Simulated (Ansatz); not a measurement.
Runs of Ansatz 0.2.0 on Ni. The structure is cubic, space group Fm-3m (No. 225). The conventional cell has a = 3.475 Å, b = 3.475 Å, c = 3.475 Å, α = 90.00°, β = 90.00°, γ = 90.00°. Ni (site symmetry m-3m) has 12 Ni at 2.46 Å as nearest neighbours. 

```csv
task,level,cell,smearing,gap on the mesh (eV),pressure (GPa),moment (μB),relaxed volume (Å³/atom)
single point,PBE,as given,gaussian 0.018 eV,none,8.0,0.64,-
single point,PBE,as given,gaussian 0.019 eV,none,8.0,0.64,-
single point,PBE,as given,gaussian 0.017 eV,none,8.0,0.64,-
relaxation of cell and atoms,PBE+D4,relaxed,fermi-dirac 0.05 eV,none,0.0,0.63,10.56
relaxation of cell and atoms,PBE+D3(BJ),relaxed,fermi-dirac 0.05 eV,-,0.0,0.63,(a)
single point,PBE,as given,gaussian 0.026 eV,none,8.0,0.64,-
single point,PBE,as given,gaussian 0.015 eV,none,8.0,0.64,-
single point,PBE,as given,gaussian 0.02 eV,none,8.0,0.64,-
```

Alike in all rows: potentials or basis Ansatz PAW; spin collinear, ferromagnetic start; k mesh 13 × 13 × 13; cutoff (eV) 420.

Q: Estimate the missing entries.

A: (a) 10.52.

Caveats: the plane-wave basis is chosen anew once the cell has moved, so the energies of steps on either side of that aren't comparable (some runs); pairwise dispersion overbinds metals, which lowers pressure and volume (some runs).

A gap of «none» marks a metal or a gap under the smearing width.
